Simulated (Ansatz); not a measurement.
## PbS (Galena) under changes of volume

One of the cells (26.086 Å³/atom); the others are scaled copies at fixed shape and fractional positions:

```xyz
2
Lattice="0.0000 2.9657 2.9657 2.9657 0.0000 2.9657 2.9657 2.9657 0.0000" Properties=species:S:1:pos:R:3 pbc="T T T"
Pb    0.0000    0.0000    0.0000
S     2.9657    2.9657    2.9657
```

| Quantity | Value |
| --- | --- |
| Program | Ansatz 0.2.0 |
| Functional | PBE |
| Potentials or basis | Ansatz PAW |
| Cutoff | 420 eV (not typed: the program's choice for these potentials) |
| k mesh | 8 × 8 × 8 |
| Occupations | fermi-dirac, width 0.05 eV |
| Spin | spin-orbit coupling, no magnetisation |

```csv
volume (Å³/atom),energy over the lowest point (meV/atom),pressure (GPa),gap on the mesh (eV)
24.521,?,?,?
25.042,23.87,4.4,0.25
25.564,12.01,3.0,0.16
26.086,4.39,1.8,0.09
26.607,0.51,0.7,0.02
27.129,0.00,-0.3,0.05
27.651,2.55,-1.2,0.10
```

Task: What does the run at 24.521 Å³/atom give?

Result: Energy over the lowest point 40.45 meV/atom; pressure 5.9 GPa; gap on the mesh 0.34 eV.

Worked out: A Birch-Murnaghan fit of order 3 (a polynomial in V^(-2/3)) to the other rows has its minimum at 26.95 Å³/atom with B0 = V·E''(V) = 50 GPa and B' = 4.6. It gives 40.36 meV/atom at 24.521 Å³/atom, against the run's 40.45, and -dE/dV = 5.8 GPa, against 5.9.

Energies are extrapolated to zero smearing.

A mesh can miss the band edges.
